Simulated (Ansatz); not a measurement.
# BN: the cost of one run

Program: the Python package of Ansatz 0.2.0. The levels of theory stand in the script. These are calculated values, not measurements.

The COD entry's cell or inner coordinates are ideal or old and differ from later refinements, so a difference from it is no clean test against experiment.

## Step 1: Starting point

Symmetry: P6_3/mmc, No. 194, hexagonal system. The conventional cell has a = 2.498 Å, b = 2.498 Å, c = 6.636 Å, α = 90.00°, β = 90.00°, γ = 120.00°. Around B (site symmetry -6m2) lie 3 N at 1.44 Å. N (site symmetry -6m2) has 3 B at 1.44 Å as nearest neighbours.

No structure file is read: the coordinates are typed or built in the script.

## Step 2: The script

File lattice.py:

```python
# -*- coding: utf-8 -*-
from dataclasses import dataclass
import warnings

import ansatz as az
import numpy as np


@dataclass
class RunConfig:
    mesh: tuple[int, ...] = (12, 12, 4)
    filling: str = 'Marzari-Vanderbilt'
    width_ev: float = 0.05
    cutoff_ev: int = 500
    fmax: float = 0.005


opts = RunConfig()

def edges_and_angles(cell):
    cell = np.asarray(cell)
    a, b, c = np.linalg.norm(cell, axis=1)
    cosines = cell[1] @ cell[2] / (b * c), cell[0] @ cell[2] / (a * c), cell[0] @ cell[1] / (a * b)
    return (a, b, c, *np.degrees(np.arccos(cosines)))

warnings.simplefilter('ignore', az.DeckWarning)

cell = (
    az.Lattice.of((2.49824, 0.0, 0.0), (-1.24912, 2.163539, 0.0), (0.0, 0.0, 6.6357))
    .atom('B', (1 / 3, 2 / 3, 0.25))
    .atom('B', (2 / 3, 1 / 3, 0.75))
    .atom('N', (1 / 3, 2 / 3, 0.75))
    .atom('N', (2 / 3, 1 / 3, 0.25))
)

model = (
    cell.calculation()
    .kpoints(*opts.mesh)
    .occupations(opts.filling, width=opts.width_ev)
    .basis(opts.cutoff_ev)
    .relax(cell=True, force_tolerance=opts.fmax, max_steps=40)
)

levels = [('r2scan', 'd4'), ('pbe', 'none'), ('pbesol', 'none'), ('r2scan', 'none')]
print('level            a       b       c    alpha   beta  gamma  V/atom  steps')
for name, dispersion in levels:
    seen = []
    run = model.functional(name, dispersion=dispersion).session().plan()
    done = run.execute(on_event=lambda e: seen.append(e) if e['event'] == 'relax_step' else None)
    cell = done.lattice.cell_ang
    label = name if dispersion == 'none' else f'{name}+{dispersion}'
    print('{:13s} {:7.4f} {:7.4f} {:7.4f} {:6.2f} {:6.2f} {:6.2f}'.format(label, *edges_and_angles(cell)), f'{abs(np.linalg.det(cell)) / len(done.lattice.sites):7.3f} {len(seen):5d}')
```

## Step 3: What the engine is handed

The package turns the script's settings into the engine's input (first run):

```yaml
crystal:
  lattice:
    - [2.49824, 0.0, 0.0]
    - [-1.24912, 2.163539, 0.0]
    - [0.0, 0.0, 6.6357]
  atoms:
    - { symbol: B, position: [0.3333333333333333, 0.6666666666666666, 0.25] }
    - { symbol: B, position: [0.6666666666666666, 0.3333333333333333, 0.75] }
    - { symbol: "N", position: [0.3333333333333333, 0.6666666666666666, 0.75] }
    - { symbol: "N", position: [0.6666666666666666, 0.3333333333333333, 0.25] }
basis:
  ecutwfc: 500.0
kpoints:
  mp_grid:
    grid: [12, 12, 4]
hamiltonian:
  xc: r2scan
  dispersion: d4
scf:
  occupations:
    method: cold
    width: 0.05
relax:
  f_tol: 0.005
  max_steps: 40
  cell: {}
```

## Step 4: Launch

Run with:

```
python lattice.py
```

What time and memory should one allow on 1 thread of Arm Neoverse V1, shared host?

About 79 s, with a peak of 0.51 GiB.
